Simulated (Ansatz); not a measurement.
# SrO (Fm-3m) in Ansatz: notebook

The runs below take SrO through relaxation of cell and atoms, with revPBE+D3(BJ), revPBE+D4.

Program: Ansatz 0.2.0. These are calculated values, not measurements. Logs are shortened: lines on timing, memory, paths and dates and some standing lists are left out, and cuts for length are marked.

### 1 The crystal as given

It takes space group Fm-3m (No. 225, cubic). The conventional cell has a = 5.133 Å, b = 5.133 Å, c = 5.133 Å, α = 90.00°, β = 90.00°, γ = 90.00°. Sr (site symmetry m-3m) is surrounded by 6 O at 2.57 Å. O (site symmetry m-3m) has 6 Sr at 2.57 Å as nearest neighbours.

### 2 Relaxation of cell and atoms, revPBE+D3(BJ)

Input file input.yaml:

```yaml
crystal:
  lattice:
    - [0.0, 2.5663, 2.5663]
    - [2.5663, 0.0, 2.5663]
    - [2.5663, 2.5663, 0.0]
  atoms:
    - { symbol: Sr, position: [0.5, 0.5, 0.5] }
    - { symbol: O, position: [0.0, 0.0, 0.0] }
hamiltonian:
  xc: revpbe
  pseudopotentials: { kind: paw }
  dispersion: d3bj
kpoints:
  mp_grid: { grid: [9, 9, 9] }
scf:
  occupations: { method: fermi_dirac, width: 0.05 }
output:
  forces: true
  stress: true
relax:
  f_tol: 0.01
  max_steps: 40
  cell: { stress_tol: 0.05 }
```

Potentials or basis: Ansatz PAW.

The run is started by

```console
> ansatz run input.yaml --threads 2 --pin off --max-ram 5632MiB --backend cpu --events-out ev --progress --plain --runs-dir out
```

Log:

```text
Warning: RAYON_NUM_THREADS=2 ignored (pool sized by the plan → 2); use --threads N
Engine: ansatz 0.2.0, aarch64-unknown-linux-gnu
Pseudopotentials: kind: paw
Pseudopotential: Sr, paw, valence charge 10, recommended cutoff 420 eV (normal), Sr.paw.azcp
Pseudopotential: O, paw, valence charge 6, recommended cutoff 420 eV (normal), O.paw.azcp
Functional definition: revPBE
  parameter kappa = 1.245
  parameter beta = 0.06672455060314922
  exchange = pbe_x(kappa = kappa, mu = beta*pi^2/3)
  correlation = pbe_c(beta = beta)
Crystal: 2 atoms, lattice volume = 33.803 Å³
Basis set: ecut = 420 eV, 645 PW (Γ), exchange–correlation on 50×50×50 points (8 copies of the dense FFT grid, shifted against one another)
Bands: 12, of which v1, the nominal top of the filled ones, is band 8 counted from 1 (7 counted from 0)
Symmetry: 48 space group operations
Space group: Fm-3m (ITA 225), of the structure as read, at distance tolerance 3.2e-5 Å
k-points: 35 of 729
Non-local potential: Sr, projectors of the file, l = 0: 3, l = 1: 2, l = 2: 2
Non-local potential: O, projectors of the file, l = 0: 2, l = 1: 2, l = 2: 1
PAW form: soft (Blöchl's): semilocal exchange-correlation on the pseudo side does not see the compensation charge
PAW frozen core: Sr, regenerated for the run's functional, and the local potential with it (the file was generated under x = pbe(κ = 0.804, μ = 0.2195149727645171), c = pbe(β = 0.06672455060314922))
PAW frozen core: O, regenerated for the run's functional, and the local potential with it (the file was generated under x = pbe(κ = 0.804, μ = 0.2195149727645171), c = pbe(β = 0.06672455060314922))
PAW one-centre angular grid: Sr, 110 points (default); XC on 64 Gauss nodes
PAW one-centre angular grid: O, 110 points (default); XC on 64 Gauss nodes
Initial density: superposition of atomic densities (neutral atoms: chi_scale 0, normalization atom), corrected by the library's trained network
Initial wavefunctions: pseudopotential atomic-orbital guess
Functional: x = revpbe(κ = 1.245, μ = 0.2195149727645171), c = pbe(β = 0.06672455060314922)
SCF iter   1: F=—  HF=-4121.499423 eV  |F-HF|=—  |Δ(HF+E_count)|=         —  Δρ=2.90e-3  dr2=3.26e-3  ethr=1.77e-3  ⟨swp⟩=8.2  Hψ=3310  notcnv=0
preconditioner: auto → none  [insulator: Δε(μ)=3.491 eV  Ē_g=16.318 eV  σ=0.050 eV  W_gap=1.00  n_scr=8 (ndim 8)  ℏωp=23.9 eV  f_vac=0.000  D(μ)=0.00/eV (n_scr^D=0)  ε∞_Penn≈3.1]
SCF iter   2: F=—  HF=-4121.500169 eV  |F-HF|=—  |Δ(HF+E_count)|=   7.46e-4  Δρ=1.09e-3  dr2=2.28e-4  ethr=2.04e-5  ⟨swp⟩=2.2  Hψ=907  notcnv=0
SCF iter   3: F=—  HF=-4121.500260 eV  |F-HF|=—  |Δ(HF+E_count)|=   9.12e-5  Δρ=3.92e-4  dr2=5.30e-5  ethr=1.43e-6  ⟨swp⟩=1.8  Hψ=520  notcnv=0
SCF iter   4: F=—  HF=-4121.500277 eV  |F-HF|=—  |Δ(HF+E_count)|=   1.67e-5  Δρ=4.86e-5  dr2=1.05e-6  ethr=3.31e-7  ⟨swp⟩=2.1  Hψ=537  notcnv=0
iter 5 did not close the SCF: its close was put off for the readings that it lacked (scf_convergence_deferred on its scf_iter line)
SCF iter   5: F=-4121.500277 eV  HF=-4121.500277 eV  |F-HF|=8.32e-9  |Δ(HF+E_count)|=   5.15e-8  Δρ=8.56e-6  dr2=1.34e-8  ethr=6.59e-9  ⟨swp⟩=2.2  Hψ=553  notcnv=0
SCF iter   6: F=-4121.500277 eV  HF=-4121.500277 eV  |F-HF|=2.87e-10  |Δ(HF+E_count)|=   1.69e-8  Δρ=7.89e-7  dr2=1.50e-10  ethr=8.39e-11  ⟨swp⟩=3.0  Hψ=1713  notcnv=0
SCF 1 converged in 6 iterations: F = -4121.500277 eV  dr2 = 1.50e-10
relax step   1: F+E_penalty+E_count = -4121.50027682 eV  Δ(F+E_penalty+E_count) = +0.000e0 eV  max|allowed force component| = 6.574e-31 eV/Å  Δτ_max = 0.0000 Å  P = +1.180 GPa  Ω = 33.803 Å³  (6 SCF iters, dr2 threshold 1.00e-7 eV, accepted)
Crystal: 2 atoms, lattice volume = 34.635 Å³
Initial density: handed on by an earlier stage of this run
Initial wavefunctions: those handed on with the density
iter 1 solved again at ethr=1.37e-6 eV; its pass at ethr=3.10e-3 eV (dr2=2.20e-4 eV) is discarded
SCF iter   1: F=—  HF=-4121.498616 eV  |F-HF|=—  |Δ(HF+E_count)|=         —  Δρ=9.33e-4  dr2=2.05e-4  ethr=1.37e-6  ⟨swp⟩=2.1  Hψ=3358  notcnv=0
preconditioner: auto → none  [insulator: Δε(μ)=3.477 eV  Ē_g=16.214 eV  σ=0.050 eV  W_gap=1.00  n_scr=8 (ndim 8)  ℏωp=23.6 eV  f_vac=0.000  D(μ)=0.00/eV (n_scr^D=0)  ε∞_Penn≈3.1]
SCF iter   2: F=—  HF=-4121.498727 eV  |F-HF|=—  |Δ(HF+E_count)|=   1.12e-4  Δρ=4.56e-4  dr2=5.45e-5  ethr=1.28e-6  ⟨swp⟩=2.6  Hψ=633  notcnv=0
SCF iter   3: F=—  HF=-4121.498815 eV  |F-HF|=—  |Δ(HF+E_count)|=   8.74e-5  Δρ=5.65e-5  dr2=1.37e-6  ethr=3.41e-7  ⟨swp⟩=2.0  Hψ=665  notcnv=0
iter 4 did not close the SCF: its close was put off for the readings that it lacked (scf_convergence_deferred on its scf_iter line)
SCF iter   4: F=-4121.498817 eV  HF=-4121.498817 eV  |F-HF|=9.25e-9  |Δ(HF+E_count)|=   2.42e-6  Δρ=1.15e-5  dr2=7.57e-8  ethr=8.55e-9  ⟨swp⟩=2.0  Hψ=664  notcnv=0
iter 5 did not close the SCF: its close was put off for the readings that it lacked (scf_convergence_deferred on its scf_iter line)
SCF iter   5: F=-4121.498817 eV  HF=-4121.498817 eV  |F-HF|=6.32e-9  |Δ(HF+E_count)|=   5.63e-8  Δρ=5.34e-6  dr2=8.38e-9  ethr=4.73e-10  ⟨swp⟩=2.0  Hψ=663  notcnv=0
SCF iter   6: F=-4121.498817 eV  HF=-4121.498817 eV  |F-HF|=1.65e-10  |Δ(HF+E_count)|=   1.03e-9  Δρ=7.29e-7  dr2=1.30e-10  ethr=5.24e-11  ⟨swp⟩=2.0  Hψ=1354  notcnv=0
SCF 2 converged in 6 iterations: F = -4121.498817 eV  dr2 = 1.30e-10
relax step   2: F+E_penalty+E_count = -4121.49881730 eV  Δ(F+E_penalty+E_count) = +1.460e-3 eV  max|allowed force component| = 1.775e-30 eV/Å  Δτ_max = 0.0000 Å  P = -1.048 GPa  Ω = 34.635 Å³  energy of the carried Pulay correction = -1.683e-3 eV  (6 SCF iters, dr2 threshold 2.00e-7 eV, accepted)
Crystal: 2 atoms, lattice volume = 34.238 Å³
iter 1 solved again at ethr=3.59e-7 eV; its pass at ethr=3.10e-3 eV (dr2=5.74e-5 eV) is discarded
SCF iter   1: F=—  HF=-4121.500899 eV  |F-HF|=—  |Δ(HF+E_count)|=         —  Δρ=4.35e-4  dr2=4.38e-5  ethr=3.59e-7  ⟨swp⟩=3.3  Hψ=3423  notcnv=0
preconditioner: auto → none  [insulator: Δε(μ)=3.457 eV  Ē_g=16.252 eV  σ=0.050 eV  W_gap=1.00  n_scr=8 (ndim 8)  ℏωp=23.7 eV  f_vac=0.000  D(μ)=0.00/eV (n_scr^D=0)  ε∞_Penn≈3.1]
SCF iter   2: F=—  HF=-4121.500934 eV  |F-HF|=—  |Δ(HF+E_count)|=   3.52e-5  Δρ=2.14e-4  dr2=1.16e-5  ethr=2.74e-7  ⟨swp⟩=2.7  Hψ=660  notcnv=0
SCF iter   3: F=—  HF=-4121.500949 eV  |F-HF|=—  |Δ(HF+E_count)|=   1.55e-5  Δρ=2.61e-5  dr2=2.86e-7  ethr=7.26e-8  ⟨swp⟩=2.0  Hψ=665  notcnv=0
iter 4 did not close the SCF: its close was put off for the readings that it lacked (scf_convergence_deferred on its scf_iter line)
SCF iter   4: F=-4121.500950 eV  HF=-4121.500950 eV  |F-HF|=7.43e-10  |Δ(HF+E_count)|=   4.88e-7  Δρ=5.33e-6  dr2=1.59e-8  ethr=1.79e-9  ⟨swp⟩=2.0  Hψ=664  notcnv=0
iter 5 did not close the SCF: its close was put off for the readings that it lacked (scf_convergence_deferred on its scf_iter line)
SCF iter   5: F=-4121.500950 eV  HF=-4121.500950 eV  |F-HF|=1.22e-9  |Δ(HF+E_count)|=   7.85e-9  Δρ=2.38e-6  dr2=1.64e-9  ethr=9.96e-11  ⟨swp⟩=2.0  Hψ=663  notcnv=0
SCF iter   6: F=-4121.500950 eV  HF=-4121.500950 eV  |F-HF|=3.27e-11  |Δ(HF+E_count)|=  1.92e-10  Δρ=3.36e-7  dr2=2.77e-11  ethr=1.03e-11  ⟨swp⟩=2.0  Hψ=1123  notcnv=0
SCF 3 converged in 6 iterations: F = -4121.500950 eV  dr2 = 2.77e-11
relax step   3: F+E_penalty+E_count = -4121.50094962 eV  Δ(F+E_penalty+E_count) = -2.132e-3 eV  max|allowed force component| = 6.311e-30 eV/Å  Δτ_max = 0.0000 Å  P = -0.020 GPa  Ω = 34.238 Å³  energy of the carried Pulay correction = -8.862e-4 eV  (6 SCF iters, dr2 threshold 2.00e-7 eV, accepted)
Initial wavefunctions: pseudopotential atomic-orbital guess (no wavefunctions were taken with the density)
iter 1 solved again at ethr=9.54e-7 eV; its pass at ethr=3.10e-3 eV (dr2=1.53e-4 eV) is discarded
SCF iter   1: F=—  HF=-4121.501811 eV  |F-HF|=—  |Δ(HF+E_count)|=         —  Δρ=1.32e-4  dr2=4.37e-7  ethr=9.54e-7  ⟨swp⟩=3.4  Hψ=4493  notcnv=0
eigensolver tolerance schedule: the retry pair's looser diagonalisation over-reported the residual by 348.58 of it (diagonalisation noise at 0.12 of the residual, at the tolerance the schedule requests for it); recorded, not acted on — ethr = c·dr2/N_el stays at c = 1.0e-1
preconditioner: auto → none  [insulator: Δε(μ)=3.462 eV  Ē_g=16.255 eV  σ=0.050 eV  W_gap=1.00  n_scr=8 (ndim 8)  ℏωp=23.7 eV  f_vac=0.000  D(μ)=0.00/eV (n_scr^D=0)  ε∞_Penn≈3.1]
SCF iter   2: F=—  HF=-4121.501881 eV  |F-HF|=—  |Δ(HF+E_count)|=   7.05e-5  Δρ=6.34e-5  dr2=7.62e-8  ethr=2.73e-9  ⟨swp⟩=2.2  Hψ=691  notcnv=0
SCF iter   3: F=—  HF=-4121.501902 eV  |F-HF|=—  |Δ(HF+E_count)|=   2.07e-5  Δρ=1.13e-5  dr2=2.90e-9  ethr=4.76e-10  ⟨swp⟩=2.0  Hψ=665  notcnv=0
SCF iter   4: F=—  HF=-4121.501902 eV  |F-HF|=—  |Δ(HF+E_count)|=   6.37e-7  Δρ=6.06e-7  dr2=3.37e-11  ethr=1.82e-11  ⟨swp⟩=2.0  Hψ=665  notcnv=0
iter 5 did not close the SCF: its close was put off for the readings that it lacked (scf_convergence_deferred on its scf_iter line)
SCF iter   5: F=-4121.501902 eV  HF=-4121.501902 eV  |F-HF|=2.73e-12  |Δ(HF+E_count)|=  5.39e-10  Δρ=9.51e-8  dr2=1.35e-12  ethr=1.00e-12  ⟨swp⟩=2.2  Hψ=684  notcnv=0
SCF iter   6: F=-4121.501902 eV  HF=-4121.501902 eV  |F-HF|=1.82e-12  |Δ(HF+E_count)|=  2.73e-12  Δρ=5.40e-9  dr2=2.50e-15  ethr=1.00e-12  ⟨swp⟩=5.0  Hψ=1871  notcnv=0
SCF 4 converged in 6 iterations: F = -4121.501902 eV  dr2 = 2.50e-15
relax step   4: F+E_penalty+E_count = -4121.50190239 eV  Δ(F+E_penalty+E_count) = -9.528e-4 eV  max|allowed force component| = 4.207e-30 eV/Å  Δτ_max = 0.0000 Å  P = +0.031 GPa  Ω = 34.238 Å³  stress off target by 3.06e-2 GPa  SCF on the basis re-selected at this cell (its energy is not comparable with the rows above)  (6 SCF iters)
basis re-selected at this cell: Δ(F+E_penalty+E_count) = -9.528e-4 eV, ΔP = +0.051 GPa vs the last step (what re-selecting the basis moved, of the pressure what is left beyond the Pulay correction that the steps carried, after the strain that the cell walked since its last selection, with what the two solves' SCF thresholds leave and, on support functions, any second-order correction that the steps lacked; it is no measure of the basis error at this ecutwfc). This SCF's stress stands 3.06e-2 GPa from its target on what of the cell is left free (relax.cell.stress_tol is 5.00e-2 GPa) and its largest allowed force component is 4.21e-30 eV/Å (relax.f_tol is 1.00e-2 eV/Å): within both
SCF converged after 6 iterations
Free energy (F): -4121.501902 eV
Harris-Foulkes:  -4121.501902 eV  (|F-HF|=1.82e-12)
Internal energy: -4121.501902 eV  (E = F + TS)
E sigma→0 (E₀):  -4121.501902 eV
Fermi energy:    9.741921 eV
--- Per-component energies (eV) ---
  E_band       = -57.895756
  E_kinetic    = 423.668317
  E_local      = -867.209466  (includes V_loc(G=0)·N_el)
  E_nonlocal   = 248.783311
  E_hartree    = 235.676713
  E_xc         = -250.185361
  E_vxc        = -259.555652  (∫ρ·V_xc dr)
  E_paw        = -2857.688185  (= ΣΔE_a)
  E_vpaw       = -74.938077  (= ΣTr[D̂ρ^β])
  E_aug_tail   = 0.002386  (compensation charges beyond the density's cutoff)
  E_ewald      = -1053.609817
  E_disp       = -0.876339  (pairwise vdW)
  E_core_change = -0.063460  (= ΣΔE_core)
  E_smearing   = -0.000000  (= −TS)
  E_closure    = -0.000000  (closes the sum)
  Σ components = -4121.501902   (vs F -4121.501902, Δ=0.00e0)
--- Forces (eV/Å), atoms counted from 1 ---
  atom   1  Sr    -0.00000000     0.00000000     0.00000000
  atom   2  O     -0.00000000     0.00000000     0.00000000
  max |Σ_I F_I| component: 2.31e-29 eV/Å
--- Stress (GPa, compression-positive) ---
        0.030565      -0.000000      -0.000000
       -0.000000       0.030565      -0.000000
       -0.000000      -0.000000       0.030565
  P = ⅓ Tr σ = 0.0306 GPa (0.306 kbar)
--- Relaxed structure (3 steps of the walk, 3 accepted, 1 SCFs on fresh bases) ---
  F+E_penalty+E_count = -4121.50190239 eV   max|allowed force component| = 4.207e-30 eV/Å   (the final SCF, on the basis selected at the relaxed cell)
  cell:  # Å, volume = 34.2385 Å³
    - [1.7324264911845008e-33, 2.5772787782316247, 2.5772787782316247]
    - [2.5772787782316247, 1.4776578895397212e-33, 2.5772787782316247]
    - [2.5772787782316247, 2.5772787782316247, -1.0700281269080738e-33]
  atoms:
    - { symbol: Sr, position: [0.49999999999999994, 0.49999999999999994, 0.49999999999999994] }
    - { symbol: O, position: [1.1726086342585212e-36, -2.3452172685201976e-36, -3.908695447535499e-36] }
```

It took 1.6 s on 2 threads of Arm Neoverse V2, shared host; peak memory 0.28 GiB.

What came out:

| Property | Result |
| --- | --- |
| Free energy | -4121.5019 eV |
| Relaxed volume | 17.12 Å³/atom |
| Relaxed cell | a = 3.645 Å, b = 3.645 Å, c = 3.645 Å, α = 60.00°, β = 60.00°, γ = 60.00° |
| Space group after relaxing (to 0.05 Å) | Fm-3m (No. 225) |
| Energy gained by relaxing | 0.8 meV/atom |
| Ionic steps | 4 |
| Pressure after relaxing | 0.0 GPa |
| Band gap on the k mesh | 3.46 eV |

Step by step:
```
step  energy change (eV)  largest force (eV/Å)  volume (Å³)
   1              0.0000                0.0000        33.80
   2              0.0015                0.0000        34.64
   3             -0.0007                0.0000        34.24
   4             -0.0016                0.0000        34.24
```

Final structure:
```
Sr O
1.0
     0.00000    2.57728    2.57728
     2.57728    0.00000    2.57728
     2.57728    2.57728    0.00000
Sr O
1 1
Direct
  0.50000 0.50000 0.50000
  0.00000 0.00000 0.00000
```

Caveat: odd divisions of the mesh miss points on the zone boundary, where band edges often lie, so the gap on the mesh can be too wide; the plane-wave basis is chosen anew once the cell has moved, so the energies of steps on either side of that aren't comparable; the pressure holds a Pulay correction of +0.3 GPa for the finite cutoff; the PAW data sets come from PBE, with cores solved anew for the run's functional, which leaves a small shift of forces and pressure. Zero-point motion and thermal expansion aren't in these numbers.

### 3 Relaxation of cell and atoms, revPBE+D4

input.yaml: that of step 2 with these lines changed.

```diff
@@ -11,3 +11,3 @@
   pseudopotentials: { kind: paw }
-  dispersion: d3bj
+  dispersion: d4
 kpoints:
```

Potentials or basis: Ansatz PAW.

The run is started by

```console
> ansatz run input.yaml --threads 2 --pin off --max-ram 5632MiB --backend cpu --events-out ev --progress --plain --runs-dir out
```

Wall time 3.3 s (2 threads of Arm Neoverse V2, shared host); peak memory 0.29 GiB.

The run converged. Its results:

* Free energy: -4121.1701 eV
* Relaxed volume: 17.40 Å³/atom
* Relaxed cell: a = 3.665 Å, b = 3.665 Å, c = 3.665 Å, α = 60.00°, β = 60.00°, γ = 60.00°
* Space group after relaxing (to 0.05 Å): Fm-3m (No. 225)
* Energy gained by relaxing: 4.0 meV/atom
* Ionic steps: 7
* Pressure after relaxing: 0.0 GPa
* Band gap on the k mesh: 3.47 eV

The path:
```csv
step,energy change (eV),largest force (eV/Å),volume (Å³)
1,0.0000,0.0000,33.80
2,0.0021,0.0000,35.64
3,-0.0055,0.0000,34.79
4,-0.0056,0.0000,34.75
5,-0.0079,0.0000,34.75
6,-0.0078,0.0000,34.80
7,-0.0079,0.0000,34.80
```

Final structure:
```
Sr O
1.0
     0.00000    2.59133    2.59133
     2.59133    0.00000    2.59133
     2.59133    2.59133    0.00000
Sr O
1 1
Direct
  0.50000 0.50000 0.50000
  0.00000 0.00000 0.00000
```

Caveat: odd divisions of the mesh miss points on the zone boundary, where band edges often lie, so the gap on the mesh can be too wide; the plane-wave basis is chosen anew once the cell has moved, so the energies of steps on either side of that aren't comparable; the pressure holds a Pulay correction of +0.3 GPa for the finite cutoff; the PAW data sets come from PBE, with cores solved anew for the run's functional, which leaves a small shift of forces and pressure.
